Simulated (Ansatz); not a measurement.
# InP

Level of theory: DFT, PBE, scalar-relativistic, no spin polarisation; plane waves to 420 eV with PAW datasets (Ansatz 0.2.0), Γ-centred 10×10×10 mesh, 0.05 eV Gaussian smearing; PAW files: Ansatz's generated set soft_2.

```cif
data_structure
_symmetry_space_group_name_H-M 'P 1'
_symmetry_Int_Tables_number 1
_cell_length_a 3.9173
_cell_length_b 3.9173
_cell_length_c 3.9173
_cell_angle_alpha 60.000
_cell_angle_beta 60.000
_cell_angle_gamma 60.000
_cell_volume 42.51
loop_
_atom_site_label
_atom_site_type_symbol
_atom_site_fract_x
_atom_site_fract_y
_atom_site_fract_z
_atom_site_occupancy
In1 In 0.00000 0.00000 0.00000 1
P1 P 0.50000 0.50000 0.50000 1
```

The chain of runs began from a cell as deposited in COD, expanded in volume.

The cell above was scaled in volume, its shape and atoms being fixed by the lattice's symmetry. Energies are counted from the cell above.

The cell is relaxed to zero pressure at this level.

```csv
V (Å³/atom),ΔE (meV/atom),P from the stress (GPa)
20.403,8.38,3.31
20.828,2.00,1.56
21.253,0.00,0.00
21.678,1.91,-1.39
22.103,7.29,-2.62
```

Q: Do the energies and the pressures agree? Compare −ΔE/ΔV between neighbouring points (1 meV/Å³ = 0.1602 GPa) with the mean of their pressures.

A: 
```
interval (Å³/atom)  −ΔE/ΔV (GPa)  mean P (GPa)
    20.40 to 20.83           2.4           2.4
    20.83 to 21.25           0.8           0.8
    21.25 to 21.68          -0.7          -0.7
    21.68 to 22.10          -2.0          -2.0
```
They differ by 0.03 GPa at most.

Q: What do the two routes give for V0, B0 and B0′?

A: A third-order Birch–Murnaghan fit of the energies: V0 = 21.25 Å³/atom, B0 = 74 GPa, B0′ = 4.8. A polynomial of P in ln V, with B = −dP/d ln V at P = 0: V0 = 21.25 Å³/atom, B0 = 74 GPa, B0′ = 4.9.

B0·V0 = 73.5 GPa × 21.25 Å³ = 9.75 eV/atom sets the scale: near the minimum ΔE ≈ ½ B0 V0 x², with x = V/V0 − 1, and a pressure of 0.7 GPa squeezes the volume by about 1 %. At the ends of the curve: x = −4.0 % predicts 7.7 meV/atom and the run gives 8.4; x = +4.0 % predicts 7.9 meV/atom and the run gives 7.3. Compression costs more and expansion less than the parabola says, since the crystal stiffens as it shrinks; B0′ measures that. The run is a metal.
